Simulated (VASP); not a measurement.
# KF (Fm-3m) in VASP: notebook

Runs on KF. Level: PBE+D3(BJ). Tasks: single point, relaxation of cell and atoms.

Program: VASP 6.6.1. These are calculated values, not measurements. Logs are shortened: lines on timing, memory, paths and dates and some standing lists are left out, and cuts for length are marked.

## (1) Starting point

It takes space group Fm-3m (No. 225, cubic). The conventional cell has a = 5.345 Å, b = 5.345 Å, c = 5.345 Å, α = 90.00°, β = 90.00°, γ = 90.00°. Around K (site symmetry m-3m) lie 6 F at 2.67 Å. F (site symmetry m-3m) has 6 K at 2.67 Å as nearest neighbours.

The cell is a database's computed one.

## (2) Single point, PBE+D3(BJ)

Input file INCAR:

```
PREC = Accurate
ENCUT = 520
EDIFF = 1E-6
ISMEAR = 0
SIGMA = 0.02
LREAL = F
LASPH = T
NELM = 100
ALGO = Normal
ISIF = 2
LWAVE = F
LCHARG = F
GGA = PE
IVDW = 12
NBANDS = 15
```

Input file KPOINTS:

```
Automatic mesh
0
Gamma
  8 8 8
```

Input file POSCAR:

```
KF
1.0
    0.0000000000      2.6725233368      2.6725233368
    2.6725233368      0.0000000000      2.6725233368
    2.6725233368      2.6725233368      0.0000000000
K F
1 1
Direct
    0.0000000000      0.0000000000      0.0000000000
    0.5000000000      0.5000000000      0.5000000000
```

Potentials or basis: VASP PAW PBE potentials, release 64 (K_sv, F).

The run is started by

```sh
cat potpaw_PBE.64/K_sv/POTCAR potpaw_PBE.64/F/POTCAR > POTCAR
mpirun -np 1 vasp_std > vasp.out
```

OUTCAR:

```text
PREC = Accurate
   ENCUT = 520
   EDIFF = 1E-6
   ISMEAR = 0
   LREAL = F
   LASPH = T
   NELM = 100
   ISIF = 2
   GGA = PE
   IVDW = 12
 IVDW          = 12

 ion  position               nearest neighbor table
   1  0.000  0.000  0.000-   2 2.67   2 2.67   2 2.67   2 2.67   2 2.67   2 2.67
   2  0.500  0.500  0.500-   1 2.67   1 2.67   1 2.67   1 2.67   1 2.67   1 2.67

  LATTYP: Found a face centered cubic cell.
 ALAT       =     5.3450466736

  Lattice vectors:

 A1 = (   0.0000000000,   2.6725233368,   2.6725233368)
 A2 = (   2.6725233368,   0.0000000000,   2.6725233368)
 A3 = (   2.6725233368,   2.6725233368,   0.0000000000)

Analysis of symmetry for initial positions (statically):
=====================================================================
 Subroutine PRICEL returns:
 Original cell was already a primitive cell.

 Routine SETGRP: Setting up the symmetry group for a
 face centered cubic supercell.

 Subroutine GETGRP returns: Found 48 space group operations
 (whereof 48 operations were pure point group operations)
 out of a pool of 48 trial point group operations.

The static configuration has the point symmetry O_h .

Analysis of symmetry for dynamics (positions and initial velocities):
=====================================================================
 Subroutine PRICEL returns:
 Original cell was already a primitive cell.

 Routine SETGRP: Setting up the symmetry group for a
 face centered cubic supercell.

 Subroutine GETGRP returns: Found 48 space group operations
 (whereof 48 operations were pure point group operations)
 out of a pool of 48 trial point group operations.

The dynamic configuration has the point symmetry O_h .

 Subroutine INISYM returns: Found 48 space group operations
 (whereof 48 operations are pure point group operations),
 and found     1 'primitive' translations

----------------------------------------------------------------------------------------

                                     Primitive cell

  volume of cell :      38.1764

  direct lattice vectors                    reciprocal lattice vectors
     0.000000000  2.672523337  2.672523337    -0.187089105  0.187089105  0.187089105
     2.672523337  0.000000000  2.672523337     0.187089105 -0.187089105  0.187089105
     2.672523337  2.672523337  0.000000000     0.187089105  0.187089105 -0.187089105

  length of vectors
[... 90 lines left out ...]
   POTIM  = 0.5000    time-step for ionic-motion
   TEBEG  =    0.0;   TEEND  =   0.0 temperature during run
   PSTRESS=    0.0 pullay stress
   NELECT =      16.0000    total number of electrons
   NUPDOWN=      -1.0000    fix difference up-down
   EMIN   =  10.00;   EMAX   =-10.00  energy-range for DOS
   EFERMI =   0.00;   METHOD = LEGACY
   ISMEAR =     0;   SIGMA  =   0.02  broadening in eV -4-tet -1-fermi 0-gaus
   EFERMI_NEDOS =   21; number of points for ismear=-14 and -15
   IALGO  =     38    algorithm
   IMIX   =      4    mixing-type and parameters
     AMIX     =   0.40;   BMIX     =  1.00
     AMIX_MAG =   1.60;   BMIX_MAG =  1.00
  volume/ion in A,a.u.               =      19.09       128.81
  Fermi-wavevector in a.u.,A,eV,Ry     =   1.225133  2.315166 20.421684  1.500951
  Thomas-Fermi vector in A             =   2.360182
   LORBIT       =      0    0 simple, 1 ext, 2 COOP (PROOUT), +10 PAW based schemes
   GGA     = PE    functional components
   LHFCALC =     F    Hartree Fock is set to
   AEXX    =    0.0000 exact exchange contribution
   IVDW    =    12    specifies the selected vdW correction
   LEPSILON=     F    determine dielectric tensor
   LRPA    =     F    only Hartree local field effects (RPA)
 non-spin polarized calculation
 Gauss-broadening in eV      SIGMA  =   0.02
  energy-cutoff  :      520.00
  volume of cell :       38.18
 maximum number of plane-waves:      1056
   NGX = 13   NGY = 13   NGZ = 13

 number of electron      16.0000002 magnetization

 Free energy of the ion-electron system (eV)
  ---------------------------------------------------
  ext. energy  EPLUGINS =         0.00000000
  ---------------------------------------------------
  free energy    TOTEN  =        -8.29038052 eV

  energy without entropy =       -8.29038052  energy(sigma->0) =       -8.29038052

 E-fermi :  -2.6047     XC(G=0):  -8.4003

 val. band max:       -2.8065956872   @ k =   0.0000   0.0000   0.0000
 cond. band min:       3.3551389733   @ k =   0.0000   0.0000   0.0000
 fundamental gap:      6.1617346605
 Fermi energy:        -2.6047435256

 k-point     1 :       0.0000    0.0000    0.0000
  band No.  band energies     occupation
      1     -28.9461      2.00000
      2     -21.4618      2.00000
      3     -12.1971      2.00000
      4     -12.1971      2.00000
      5     -12.1971      2.00000
      6      -2.8066      2.00000
      7      -2.8066      2.00000
      8      -2.8066      2.00000
      9       3.3551      0.00000
     10       7.8706      0.00000
     11       7.8706      0.00000
     12       7.8706      0.00000
     13       9.5414      0.00000
     14       9.5414      0.00000
[... 401 lines left out ...]
      2     -21.5269      2.00000
      3     -12.5164      2.00000
      4     -12.4124      2.00000
      5     -12.2698      2.00000
      6      -3.3753      2.00000
      7      -3.0847      2.00000
      8      -3.0618      2.00000
      9       6.5889      0.00000
     10       7.2820      0.00000
     11       8.8650      0.00000
     12       9.9081      0.00000
     13      11.1614      0.00000
     14      12.2108      0.00000
     15      12.4567      0.00000

 [... further k-points ...]

------------------------ aborting loop because EDIFF is reached ----------------------------------------

 Edisp (eV)   -0.31621

 E8    (eV) :    -0.1499

  FORCE on cell =-STRESS in cart. coord.  units (eV):
  Direction    XX          YY          ZZ          XY          YZ          ZX
  --------------------------------------------------------------------------------------
  -------------------------------------------------------------------------------------
  Total       0.01647     0.01647     0.01647     0.00000     0.00000     0.00000
  in kB       0.69113     0.69113     0.69113     0.00000     0.00000     0.00000
  external pressure =        0.69 kB  Pullay stress =        0.00 kB

 VOLUME and BASIS-vectors are now :
 -----------------------------------------------------------------------------
  energy-cutoff  :      520.00
  volume of cell :       38.18
      direct lattice vectors                 reciprocal lattice vectors
     0.000000000  2.672523337  2.672523337    -0.187089105  0.187089105  0.187089105
     2.672523337  0.000000000  2.672523337     0.187089105 -0.187089105  0.187089105
     2.672523337  2.672523337  0.000000000     0.187089105  0.187089105 -0.187089105

 POSITION                                       TOTAL-FORCE (eV/Angst)
 -----------------------------------------------------------------------------------
      0.00000      0.00000      0.00000         0.000000     -0.000000      0.000000
      2.67252      2.67252      2.67252        -0.000000      0.000000     -0.000000
 -----------------------------------------------------------------------------------
    total drift:                                0.000000      0.000000      0.000000

  FREE ENERGIE OF THE ION-ELECTRON SYSTEM (eV)
  ---------------------------------------------------
  free  energy   TOTEN  =        -8.6065914154 eV

  energy  without entropy=       -8.6065914154  energy(sigma->0) =       -8.60659142
```

OSZICAR:

```text
N       E                     dE             d eps       ncg     rms          rms(c)
DAV:   1     0.109405569908E+03    0.10941E+03   -0.81474E+03   870   0.103E+03
DAV:   2    -0.513463009644E+01   -0.11454E+03   -0.10587E+03  1102   0.286E+02
DAV:   3    -0.943796548741E+01   -0.43033E+01   -0.42815E+01  1190   0.491E+01
DAV:   4    -0.955260987024E+01   -0.11464E+00   -0.11463E+00  1150   0.717E+00
DAV:   5    -0.955409768314E+01   -0.14878E-02   -0.14878E-02  1170   0.691E-01    0.633E+00
DAV:   6    -0.832147631475E+01    0.12326E+01   -0.35064E+00   898   0.148E+01    0.402E+00
DAV:   7    -0.829206478110E+01    0.29412E-01   -0.65878E-02  1073   0.222E+00    0.225E+00
DAV:   8    -0.828811461575E+01    0.39502E-02   -0.51208E-02   975   0.223E+00    0.193E-01
DAV:   9    -0.828968384342E+01   -0.15692E-02   -0.37705E-03  1073   0.511E-01    0.123E-01
DAV:  10    -0.829025314061E+01   -0.56930E-03   -0.46709E-04   919   0.187E-01    0.617E-02
DAV:  11    -0.829038126023E+01   -0.12812E-03   -0.12748E-04   905   0.946E-02    0.194E-02
DAV:  12    -0.829038044692E+01    0.81331E-06   -0.12338E-05  1095   0.351E-02    0.438E-03
DAV:  13    -0.829038052131E+01   -0.74394E-07   -0.20877E-06   961   0.130E-02
   1 F= -.86065914E+01 E0= -.86065914E+01  d E =-.381305E-48
```

It used 8.5 s of CPU time on 1 thread of Intel(R) Xeon(R) Platinum 8559C (Emerald Rapids) (shared host), which was overloaded at the time.

What came out:

* Free energy: -8.6066 eV
* Pressure: 0.1 GPa
* Band gap on the k mesh: 6.16 eV, direct
* Dispersion energy per atom: -0.158 eV

A k mesh can miss the band edges.

## (3) Relaxation of cell and atoms, PBE+D3(BJ)

This run uses another cell than the first one, of 18.70 Å³/atom, 0.980 times its volume.

Input file INCAR:

```
SYSTEM = KF
  PREC = Accurate
  ENCUT = 600
  EDIFF = 1E-6
  ISMEAR = 0
  SIGMA = 0.02
  LREAL = .FALSE.
  LASPH = .TRUE.
  NELM = 100
  ALGO = Normal
  ISIF = 3
  LWAVE = .FALSE.
  LCHARG = .FALSE.
  GGA = PE
  IVDW = 12
  IBRION = 2
  NSW = 70
  EDIFFG = -0.02
```

Input file KPOINTS:

```
regular mesh
0
G
  8 8 8
  0 0 0
```

Input file POSCAR:

```
KF
1.0
    0.0000000000      2.6544130000      2.6544130000
    2.6544130000      0.0000000000      2.6544130000
    2.6544130000      2.6544130000      0.0000000000
K F
1 1
Direct
    0.0000000000      0.0000000000      0.0000000000
    0.5000000000      0.5000000000      0.5000000000
```

Potentials or basis: VASP PAW PBE potentials, release 64 (K_sv, F).

The run is started by

```sh
cat potpaw_PBE.64/K_sv/POTCAR potpaw_PBE.64/F/POTCAR > POTCAR
mpirun -np 1 vasp_std > vasp.out
```

OUTCAR:

```text
SYSTEM = KF
   PREC = Accurate
   ENCUT = 600
   EDIFF = 1E-6
   ISMEAR = 0
   LREAL = .FALSE.
   LASPH = .TRUE.
   NELM = 100
   ISIF = 3
   GGA = PE
   IVDW = 12
   IBRION = 2
   NSW = 70
   EDIFFG = -0.02
 IVDW          = 12

 ion  position               nearest neighbor table
   1  0.000  0.000  0.000-   2 2.65   2 2.65   2 2.65   2 2.65   2 2.65   2 2.65
   2  0.500  0.500  0.500-   1 2.65   1 2.65   1 2.65   1 2.65   1 2.65   1 2.65

  LATTYP: Found a face centered cubic cell.
 ALAT       =     5.3088260000

  Lattice vectors:

 A1 = (   0.0000000000,   2.6544130000,   2.6544130000)
 A2 = (   2.6544130000,   0.0000000000,   2.6544130000)
 A3 = (   2.6544130000,   2.6544130000,   0.0000000000)

Analysis of symmetry for initial positions (statically):
=====================================================================
 Subroutine PRICEL returns:
 Original cell was already a primitive cell.

[... 259 lines left out ...]
  free energy    TOTEN  =        -8.29288213 eV

  energy without entropy =       -8.29288213  energy(sigma->0) =       -8.29288213

 E-fermi :  -2.6646     XC(G=0):  -8.3740

 val. band max:       -2.8235084474   @ k =   0.0000   0.0000   0.0000
 cond. band min:       3.3095118074   @ k =   0.0000   0.0000   0.0000
 fundamental gap:      6.1330202548
 Fermi energy:        -2.6646346934

 k-point     1 :       0.0000    0.0000    0.0000
  band No.  band energies     occupation
      1     -28.9776      2.00000
      2     -21.4774      2.00000
      3     -12.2332      2.00000
      4     -12.2332      2.00000
      5     -12.2332      2.00000
      6      -2.8235      2.00000
      7      -2.8235      2.00000
      8      -2.8235      2.00000
      9       3.3095      0.00000
     10       7.8390      0.00000
     11       7.8390      0.00000
     12       7.8390      0.00000
[... 331 lines left out ...]
 k-point    24 :      -0.3750    0.2500    0.1250
  band No.  band energies     occupation
      1     -28.8743      2.00000
      2     -21.5387      2.00000
      3     -12.5475      2.00000
      4     -12.4446      2.00000
      5     -12.3050      2.00000
      6      -3.3880      2.00000
      7      -3.0990      2.00000
      8      -3.0772      2.00000
      9       6.5499      0.00000
     10       7.2379      0.00000
     11       8.8165      0.00000
     12       9.8617      0.00000

 [... further k-points ...]

------------------------ aborting loop because EDIFF is reached ----------------------------------------

 Edisp (eV)   -0.31440

 E8    (eV) :    -0.1491
[... 25 lines left out ...]
  FREE ENERGIE OF THE ION-ELECTRON SYSTEM (eV)
  ---------------------------------------------------
  free  energy   TOTEN  =        -8.6072779891 eV

  energy  without entropy=       -8.6072779891  energy(sigma->0) =       -8.60727799

 reached required accuracy - stopping structural energy minimisation
```

CONTCAR:

```text
KF
   1.00000000000000
     0.0000000000000000    2.6776684947923628    2.6776684947923628
     2.6776684947923628   -0.0000000000000000    2.6776684947923628
     2.6776684947923628    2.6776684947923628    0.0000000000000000
  K               F
     1     1
Direct
     0.0000000000000000    0.0000000000000000    0.0000000000000000
     0.5000000000000000    0.5000000000000000    0.5000000000000000

  0.00000000E+00  0.00000000E+00  0.00000000E+00
  0.00000000E+00  0.00000000E+00  0.00000000E+00
```

It took 32 s on 1 thread of Intel Xeon Platinum 8559C (Emerald Rapids), shared host; peak memory 0.19 GiB.

What came out:

```yaml
Free_energy: -8.6073 eV
Relaxed_volume: 19.20 Å³/atom
Relaxed_cell: a = 3.787 Å, b = 3.787 Å, c = 3.787 Å, α = 60.00°, β = 60.00°, γ = 60.00°
Space_group_after_relaxing_to_0.05_Å: Fm-3m (No. 225)
Energy_gained_by_relaxing: 0.9 meV/atom
Ionic_steps: 3
Pressure_after_relaxing: -0.1 GPa
Band_gap_on_the_k_mesh: 6.13 eV, direct
Dispersion_energy_per_atom: -0.157 eV
```

Step by step:
```tsv
step	energy change (eV)	largest force (eV/Å)	pressure (GPa)	volume (Å³)
1	0.0000	0.0000	0.77	37.41
2	-0.0016	0.0000	0.29	37.90
3	-0.0018	0.0000	-0.14	38.40
```

Final structure:
```
CELL_PARAMETERS angstrom
0.00000 2.67767 2.67767
2.67767 0.00000 2.67767
2.67767 2.67767 0.00000
ATOMIC_POSITIONS crystal
K 0.00000 0.00000 0.00000
F 0.50000 0.50000 0.50000
```

Levels at points of the mesh, in eV from the valence-band top:
```tsv
k point	band 6	band 7	band 8	band 9	band 10	band 11
(0.00, 0.00, 0.00)	0.00	0.00	0.00	6.13	10.66	10.66
(0.50, 0.00, 0.00)	-0.78	-0.34	-0.34	9.04	10.56	12.04
(0.50, 0.50, 0.00)	-0.22	-0.06	-0.06	8.20	10.27	11.76
```
